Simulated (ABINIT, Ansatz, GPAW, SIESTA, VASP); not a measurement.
One calculation of Bi2Se3, 5 ways

```xyz
5
Lattice="2.0715 1.1960 9.5453 -2.0715 1.1960 9.5453 0.0000 -2.3920 9.5453" Properties=species:S:1:pos:R:3 pbc="T T T"
Bi    0.0000    0.0000   17.1587
Bi    0.0000    0.0000   11.4773
Se    0.0000    0.0000   22.5738
Se    0.0000    0.0000    6.0622
Se    0.0000    0.0000    0.0000
```

Alike in all runs: task single point; functional PBEsol; k mesh 8 × 8 × 8; occupations fermi-dirac, width 0.05 eV; no spin polarisation; no spin-orbit coupling. Pressure is positive in compression and, in plane waves, holds the error of the finite cutoff.

```tsv
program and potentials	plane-wave cutoff (eV)	notes	band gap (eV)	pressure (GPa)	largest force (eV/Å)
SIESTA, files PseudoDojo sr-pbesol-0.4.1-standard, DZP (energy shift 0.003 Ry; two zetas on semicore shells)	-	atomic basis; 15.6 valence electrons an atom on average	0.16	1.43	0.427
Ansatz, all-electron LAPW, scalar-relativistic	-	-	?	?	?
VASP, PBE PAW files Bi_d, Se, 520 eV	520	potentials made for PBE; 9.6 valence electrons an atom on average	0.14	-0.27	0.166
GPAW, PAW data sets generated for this functional	600	9.6 valence electrons an atom on average	0.11	-0.39	0.164
ABINIT, JTH PAW PBE v2.0	599	potentials made for PBE; 9.6 valence electrons an atom on average	0.14	-0.32	0.163
```

Estimate from the other rows what the run with Ansatz, all-electron LAPW, scalar-relativistic gave.

Band gap 0.14 eV; pressure -0.30 GPa; largest force 0.155 eV/Å. The other rows, which needn't bracket it: band gap 0.11 to 0.16; pressure -0.39 to 1.43; largest force 0.163 to 0.427.
